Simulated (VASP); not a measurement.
CdSe, 2 atoms in the cell. It takes space group Pm-3m (No. 221, cubic). The conventional cell has a = 3.480 Å, b = 3.480 Å, c = 3.480 Å, α = 90.00°, β = 90.00°, γ = 90.00°. Cd (site symmetry m-3m) is surrounded by 8 Se at 3.01 Å. Se (site symmetry m-3m) is surrounded by 8 Cd at 3.01 Å. Measurements of this composition are mostly on another form, of space group No. 186.

```yaml
Program: VASP 6.6.1
Task: single point
Functional: PBE
Potentials_or_basis: VASP PAW PBE potentials, release 64 (Cd, Se)
Cutoff: 520 eV
k_mesh: 12 × 12 × 12
Occupations: fermi-dirac, width 0.15 eV
Spin: no spin polarisation
Dipole_correction: no
Further_INCAR_settings: ALGO = Normal; EDIFF = 1e-06; NBANDS = 16
```

Potentials or basis: VASP PAW PBE potentials, release 64 (Cd, Se).

Launch:

```sh
$ cat potpaw_PBE.64/Cd/POTCAR potpaw_PBE.64/Se/POTCAR > POTCAR
$ mpirun -np 1 vasp_std > vasp.out
```

Hardware: 1 thread of Intel(R) Xeon(R) Platinum 8559C (Emerald Rapids), with other jobs on the host.

**Question.** How long does it take, and how much memory?

**Answer.** Wall time 24 s on 1 thread of Intel(R) Xeon(R) Platinum 8559C (Emerald Rapids), with other jobs on the host, peak memory 0.19 GiB. Counts: scf iterations 12, k points 84.
